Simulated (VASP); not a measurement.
# Al: saddle point by the improved dimer method

Al, defect, 15 atoms in the cell. PBE, improved dimer method; PAW potentials Al (PBE set).

Path: a Al atom hops into a neighbouring Al vacancy; Length of the hop (Å): 2.864; Atoms free in the vibrations (from 0): 3, 7, 10, 11, 14.

## Input

INCAR.step1:
```
  PREC = Accurate
  ENCUT = 250
  EDIFF = 1E-7
  ISMEAR = 1
  SIGMA = 0.1
  LREAL = False
  LASPH = True
  NELM = 100
  ALGO = Normal
  LWAVE = False
  LCHARG = False
  ISYM = 0
  KPAR = 4
  IBRION = 2
  NSW = 100
  ISIF = 2
  EDIFFG = -0.005
  POTIM = 0.5
```

INCAR.step2, as INCAR.step1 but for:
```
- EDIFF = 1E-7
- EDIFFG = -0.005
+ EDIFF = 1E-6
+ EDIFFG = -0.02
```

INCAR.step3, as INCAR.step2 but for:
```
- IBRION = 2
- NSW = 100
- ISIF = 2
- POTIM = 0.5
+ IBRION = 44
+ NSW = 300
```

INCAR.step4, as INCAR.step3 but for:
```
- EDIFF = 1E-6
- IBRION = 44
- NSW = 300
- EDIFFG = -0.02
+ EDIFF = 1E-7
+ IBRION = 5
+ NFREE = 2
+ POTIM = 0.015
+ NSW = 1
```

KPOINTS:
```
k-points
0
Gamma
  3 3 3
```

POSCAR.step1:
```
Al
1.0
   -4.0496100000      4.0496100000      4.0496100000
    4.0496100000     -4.0496100000      4.0496100000
    4.0496100000      4.0496100000     -4.0496100000
Al
15
Direct
    0.5000000000      0.5000000000      0.0000000000
    0.5000000000      0.0000000000      0.5000000000
    0.0000000000      0.5000000000      0.5000000000
    0.5000000000      0.2500000000      0.2500000000
    0.0000000000      0.7500000000      0.2500000000
    0.0000000000      0.2500000000      0.7500000000
    0.5000000000      0.7500000000      0.7500000000
    0.2500000000      0.5000000000      0.2500000000
    0.7500000000      0.0000000000      0.2500000000
    0.7500000000      0.5000000000      0.7500000000
    0.2500000000      0.0000000000      0.7500000000
    0.2500000000      0.2500000000      0.5000000000
    0.7500000000      0.7500000000      0.5000000000
    0.7500000000      0.2500000000      0.0000000000
    0.2500000000      0.7500000000      0.0000000000
```

POSCAR.step2:
```
Al
1.0
   -4.0496100000      4.0496100000      4.0496100000
    4.0496100000     -4.0496100000      4.0496100000
    4.0496100000      4.0496100000     -4.0496100000
Al
15
Direct
    0.5000000000      0.5000000000      0.0000000000
    0.5000000000      0.0000000000      0.5000000000
    0.0000000000      0.5000000000      0.5000000000
    0.0000000000      0.0000000000      0.0000000000
    0.0000000000      0.7500000000      0.2500000000
    0.0000000000      0.2500000000      0.7500000000
    0.5000000000      0.7500000000      0.7500000000
    0.2500000000      0.5000000000      0.2500000000
    0.7500000000      0.0000000000      0.2500000000
    0.7500000000      0.5000000000      0.7500000000
    0.2500000000      0.0000000000      0.7500000000
    0.2500000000      0.2500000000      0.5000000000
    0.7500000000      0.7500000000      0.5000000000
    0.7500000000      0.2500000000      0.0000000000
    0.2500000000      0.7500000000      0.0000000000
```

POSCAR.step3:
```
Al                                      
1.0
   -4.0496100000      4.0496100000      4.0496100000
    4.0496100000     -4.0496100000      4.0496100000
    4.0496100000      4.0496100000     -4.0496100000
Al
15
Direct
    0.5124505634      0.5142293276      1.0083008910
    0.5160788874      0.0076375119      0.5056372381
    1.0106613573      0.4995606497      0.5011244566
    0.2665006369      0.1407418928      0.1421702211
    0.0119298263      0.7554512302      0.2550893126
    1.0167860599      0.2558795296      0.7589765369
    0.5200141194      0.7626487797      0.7620954893
    0.2671016600      0.5134737983      0.2645974650
    0.7719949876      1.0144720005      0.2579323977
    0.7677553653      0.5106418553      0.7544695493
    0.2684621648      1.0075593550      0.7531896096
    0.2688839631      0.2625220298      0.5125633233
    0.7660340202      0.7463832522      0.5043708005
    0.7682942772      0.2546585796      1.0067071798
    0.2644096502      0.7550652094      0.0038126594

   -0.0000002365      0.0576581642      0.0420138510
    0.0000002561      0.0420139202      0.0576582458
   -0.0000001560      0.0420140360      0.0420140386
    0.0000001878     -0.6822427785     -0.6822427450
   -0.0000000675      0.0574761146      0.0421960021
    0.0000000758      0.0421960232      0.0574761144
   -0.0000000493      0.0421961372      0.0421961129
   -0.0001822004      0.0576581269      0.0574757507
    0.0154622026      0.0420139734      0.0421962516
   -0.0154618797      0.0420141243      0.0421959658
    0.0001819238      0.0576579550      0.0574762394
   -0.0001821661      0.0574759825      0.0576581670
   -0.0154619543      0.0421962247      0.0420140187
    0.0154621249      0.0421959879      0.0420140133
    0.0001819387      0.0574760083      0.0576579737
```

POSCAR.step4:
```
Al
1.0
   -4.0496100000      4.0496100000      4.0496100000
    4.0496100000     -4.0496100000      4.0496100000
    4.0496100000      4.0496100000     -4.0496100000
Al
15
Selective dynamics
Direct
    0.5193513428      0.4918854317      0.0269061567  F F F
    0.5194168439      0.0277577205      0.4912840033  F F F
    0.9901205673      0.4952059110      0.4946549885  F F F
    0.2663954752      0.1333687115      0.1325282947  T T T
    0.0135931814      0.7747990662      0.2382881816  F F F
    0.0135006931      0.2387960154      0.7741874805  F F F
    0.5432264728      0.7717782829      0.7710677277  F F F
    0.2665285498      0.5360486173      0.2766601254  T T T
    0.7664090841      0.0100463073      0.2560463674  F F F
    0.7665201846      0.5100785761      0.7559757202  F F F
    0.2664292397      0.9895088681      0.7303240547  T T T
    0.2665355421      0.2772578589      0.5352348755  T T T
    0.7665235228      0.7565997498      0.5093788049  F F F
    0.7663130738      0.2567795744      0.0095440753  F F F
    0.2664937657      0.7310143104      0.9889562739  T T T
```

POSCAR.step5:
```
Al
1.0
   -4.0496100000      4.0496100000      4.0496100000
    4.0496100000     -4.0496100000      4.0496100000
    4.0496100000      4.0496100000     -4.0496100000
Al
15
Selective dynamics
Direct
    0.5000000031      0.5000000027      0.9999999993  F F F
    0.5000000021      0.0000000010      0.5000000002  F F F
    0.9999999994      0.5000000007      0.5000000014  F F F
    0.4948899557      0.2474449568      0.2474449631  T T T
    0.0000000035      0.7525550734      0.2474449471  F F F
    0.9999999913      0.2474449216      0.7525550478  F F F
    0.5051100459      0.7525550434      0.7525550409  F F F
    0.2474449644      0.4948899612      0.2474449631  T T T
    0.7525550668      0.9999999993      0.2474449484  F F F
    0.7525550329      0.5051100386      0.7525550355  F F F
    0.2474449312      0.9999999970      0.7525550516  T T T
    0.2474449605      0.2474449534      0.4948899578  T T T
    0.7525550437      0.7525550501      0.5051100455  F F F
    0.7525550553      0.2474449351      0.9999999947  F F F
    0.2474449442      0.7525550657      0.0000000036  T T T
```

Commands (each step's output is kept before the next begins):
```
cat potpaw_PBE.64/Al/POTCAR > POTCAR
cp INCAR.step1 INCAR
cp POSCAR.step1 POSCAR
mpirun -np 4 vasp_std > vasp.out
cp INCAR.step2 INCAR
cp POSCAR.step2 POSCAR
mpirun -np 4 vasp_std > vasp.out
# the block under the positions in POSCAR is the starting axis: the straight line between the two relaxed ends
cp INCAR.step3 INCAR
cp POSCAR.step3 POSCAR
mpirun -np 4 vasp_std > vasp.out
# POSCAR: the saddle point
cp INCAR.step4 INCAR
cp POSCAR.step4 POSCAR
mpirun -np 4 vasp_std > vasp.out
# POSCAR: the relaxed minimum
cp POSCAR.step5 POSCAR
mpirun -np 4 vasp_std > vasp.out
```

## Result

- Barrier (eV): 0.482
- Barrier with zero-point energies (eV): 0.492
- Imaginary frequency (cm⁻¹): 87
- Imaginary modes at the saddle: 1
- Attempt frequency (THz): 1.2
- Force evaluations of the dimer: 48
- Largest force left (eV/Å): 0.0192
- Ionic steps, all stages: 117
- Electronic steps, all stages: 637

Vibrations (cm⁻¹; a negative value is imaginary):

| Mode | Minimum | Saddle |
|---|---|---|
| 1 | 244 | 354 |
| 2 | 240 | 301 |
| 3 | 232 | 262 |
| 4 | 222 | 253 |
| 5 | 216 | 234 |
| 6 | 213 | 216 |
| 7 | 205 | 212 |
| 8 | 189 | 207 |
| 9 | 186 | 196 |
| 10 | 180 | 194 |
| 11 | 172 | 190 |
| 12 | 167 | 158 |
| 13 | 149 | 128 |
| 14 | 145 | 127 |
| 15 | 108 | -87 |

Harmonic rate, classical:

| Temperature (K) | Jumps per second |
|---|---|
| 300 | 1e+04 |
| 600 | 1.1e+08 |
| 900 | 2.5e+09 |

The cell is Al (16 atoms) with one Al atom missing.

Limits: the cell holds 15 atoms, so the vacancy or interstitial meets its own images and the barrier isn't that of a lone defect; the attempt frequency counts the hopping atom and the four atoms nearest to it, while all others are held.

VASP 6.6.1 took 545 s on 4 cores (Intel Xeon 6975P-C (Granite Rapids)), a shared host.
